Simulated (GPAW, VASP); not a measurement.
This is a calculation of BN for VASP 6.6.1. The cell is a database's computed one, not the measured one.

Contents of INCAR:

```
SYSTEM = BN
PREC     = Accurate       ! precision mode
ENCUT    = 520            ! plane-wave cutoff, eV
EDIFF    = 1E-6           ! SCF threshold, eV
ISMEAR   = 0              ! smearing method
SIGMA    = 0.011          ! smearing width, eV
LREAL    = .FALSE.        ! projectors in reciprocal space
LASPH    = .TRUE.         ! aspherical terms in the spheres
NELM     = 60             ! most SCF steps
ALGO     = Fast           ! electronic algorithm
ISIF     = 2              ! what is computed and relaxed
LWAVE    = .FALSE.        ! write WAVECAR
LCHARG   = .TRUE.         ! write CHGCAR
GGA      = PE             ! functional
LELF     = .TRUE.         ! ELF
LVHAR    = .TRUE.       
NBANDS   = 11             ! bands
```

The input KPOINTS:

```
Automatic mesh
0
G
  13 13 13
  0 0 0
```

The input POSCAR:

```
BN
1.0
    0.0000000000      1.8130010000      1.8130010000
    1.8130010000      0.0000000000      1.8130010000
    1.8130010000      1.8130010000      0.0000000000
N B
1 1
Direct
    0.2500000000      0.2500000000      0.2500000000
    0.0000000000      0.0000000000      0.0000000000
```

Potentials or basis: VASP PAW PBE potentials, release 64 (N, B).

Launch:

```console
$ cat potpaw_PBE.64/N/POTCAR potpaw_PBE.64/B/POTCAR > POTCAR
$ mpirun -np 1 vasp_std > vasp.out
```

Q: Set up the same calculation for GPAW 26.7.0 (ASE script). Potentials or basis there: GPAW PAW data sets (gpaw-data 1.2.1), cutoff 800 eV.

A: As run (cutoffs and basis follow the program's own potentials, and thresholds, step limits or extra output files can differ):

run.py

```python
from ase.dft.bandgap import bandgap
from ase.io import read, write
from ase.units import GPa
from gpaw import GPAW, PW

atoms = read('BN.xyz')

calc = GPAW(mode=PW(800),
            xc='PBE',
            kpts={'size': (13, 13, 13), 'gamma': True},
            occupations={'name': 'methfessel-paxton', 'order': 0, 'width': 0.011},
            nbands=11,
            convergence={'density': 1e-05, 'energy': 1e-05},
            maxiter=150,
            txt='gpaw.txt')
atoms.calc = calc
energy = atoms.get_potential_energy()
forces = atoms.get_forces()
stress = atoms.get_stress()
calc.write('gs.gpw')
write('result.traj', atoms)
print(f'Energy: {energy:.6f} eV')
print('Forces (eV/A):')
print(forces.round(4))
print('Stress (GPa):', (stress / GPa).round(3))
print('Fermi level:', round(calc.get_fermi_level(), 4), 'eV')
print(f'Gap: {bandgap(calc)[0]:.4f} eV, direct: {bandgap(calc, direct=True)[0]:.4f} eV')
```

The input BN.xyz:

```xyz
2
Lattice="0.0000000000 1.8130010000 1.8130010000 1.8130010000 0.0000000000 1.8130010000 1.8130010000 1.8130010000 0.0000000000" Properties=species:S:1:pos:R:3 pbc="T T T"
N      0.9065005000      0.9065005000      0.9065005000
B      0.0000000000      0.0000000000      0.0000000000
```

Potentials or basis: GPAW PAW data sets (gpaw-data 1.2.1), pw.

Run with:

```console
$ OMP_NUM_THREADS=1 python run.py
```

Both were run:

|  | VASP | GPAW |
| --- | --- | --- |
| Pressure | -0.2 GPa | -1.6 GPa |

Pressure is positive in compression.
